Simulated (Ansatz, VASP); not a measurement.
## Mn in VASP and in Ansatz

```xyz
2
Lattice="2.4836 0.0000 0.0000 -1.2418 2.1509 0.0000 0.0000 0.0000 4.0262" Properties=species:S:1:pos:R:3 pbc="T T T"
Mn    1.2418    0.7170    3.0196
Mn    0.0000    1.4339    1.0065
```

This isn't the form of Mn at room conditions, which is a 58-atom cubic cell.

Alike in both runs: task single point; functional PBE; k mesh 24 × 24 × 14; occupations gaussian, width 0.15 eV; no spin polarisation.

|  | VASP | Ansatz |
| --- | --- | --- |
| version | VASP 6.6.1 | Ansatz 0.2.0 |
| potentials or method | VASP PAW PBE potentials, release 64 (Mn_pv) | scalar-relativistic, plane waves, PAW |
| plane-wave cutoff (eV) | 520 | 420 |
| valence electrons in the cell | 26 | 30 |

VASP gave:

| Property | Result |
| --- | --- |
| gap on the k mesh at the Fermi level (eV) | none |
| pressure (GPa) | -1.3 |
| largest component of the traceless stress (GPa) | 0.57 |

Question: What did Ansatz give for the same quantities?

Answer: gap on the k mesh at the Fermi level (eV): none; pressure (GPa): -1.2; largest component of the traceless stress (GPa): 0.48.

A gap of «none» marks a metal or a gap that the smearing closes. With one functional, cell and mesh, what is left measures potentials, basis and numerics. The two sets of potentials don't hold the same shells in valence.

Caveats: the run has no spin polarisation, though such a crystal can be magnetic. Spin polarisation is off, so any magnetic state and its effect on volume and gap are missing.
